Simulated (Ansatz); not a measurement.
KF (Fm-3m), a vibration from a frozen displacement

Theory: DFT LDA, scalar-relativistic, plane waves, PAW in Ansatz. The runs took a 420 eV cutoff, a Γ-centred 8×8×8 mesh and Gaussian smearing (0.05 eV). No spin polarisation. Energies are free energies at this smearing, counted from the undisturbed cell; pressure is positive in compression.

Zero of the scan (as given, not relaxed at this level; it stands at -3.5 GPa):

```
K F
1.0
     0.00000    2.67350    2.67350
     2.67350    0.00000    2.67350
     2.67350    2.67350    0.00000
K F
1 1
Direct
  0.00000 0.00000 0.00000
  0.50000 0.50000 0.50000
```

Every K atom is moved by x along the Cartesian unit vector (1.000, 0.000, 0.000); the cell and all other atoms stay fixed. The cell's volume is 38.22 Å³; the moved atoms weigh 39.098 u together and the others 18.998 u. Some rows repeat others by symmetry and weren't run.

```csv
x (Å),ΔE (meV/cell),total force on the moved atoms along the move (eV/Å),pressure (GPa)
-0.2000,26.14,0.2906,-2.9589
-0.1750,19.49,0.2422,-3.1011
-0.1500,13.99,0.1986,-3.2216
-0.1250,9.52,0.1593,-3.3217
-0.1000,5.99,0.1234,-3.4024
-0.0750,3.33,0.0902,-3.4644
-0.0500,1.46,0.0590,-3.5083
-0.0250,0.36,0.0291,-3.5345
0.0000,0.00,0.0000,-3.5434
0.0250,0.36,-0.0291,-3.5345
0.0500,1.46,-0.0590,-3.5083
0.0750,3.33,-0.0902,-3.4644
0.1000,5.99,-0.1234,-3.4024
0.1250,9.52,-0.1593,-3.3217
0.1500,13.99,-0.1986,-3.2216
0.1750,19.49,-0.2422,-3.1011
0.2000,26.14,-0.2906,-2.9589
```

Q: What frequency belongs to this motion?

A: The force constant is k = −dF/dx = 1.164 eV/Å², from the parabola through x = -0.0250, 0 and 0.0250. In every cell the moved atoms swing against the rest, so the mass is μ = m₁m₂/(m₁ + m₂) = 12.786 u, and ν̃ = 521.5 cm⁻¹ × √(|k|/μ) = 157 cm⁻¹, at this cell's pressure of -3.5 GPa. To first order in x, and within 1 %, the force on every atom lies along the move and, within each of the two groups, in proportion to the atom's mass, so this is itself a mode at the zone centre of this cell, taken without macroscopic field (the transverse frequency in a polar insulator).

Q: How far does the harmonic law reach?

A: At x = -0.200 Å, kx²/2 = 23.28 meV against the computed 26.14 meV (+12.3 %): the well stiffens in this direction at large amplitude.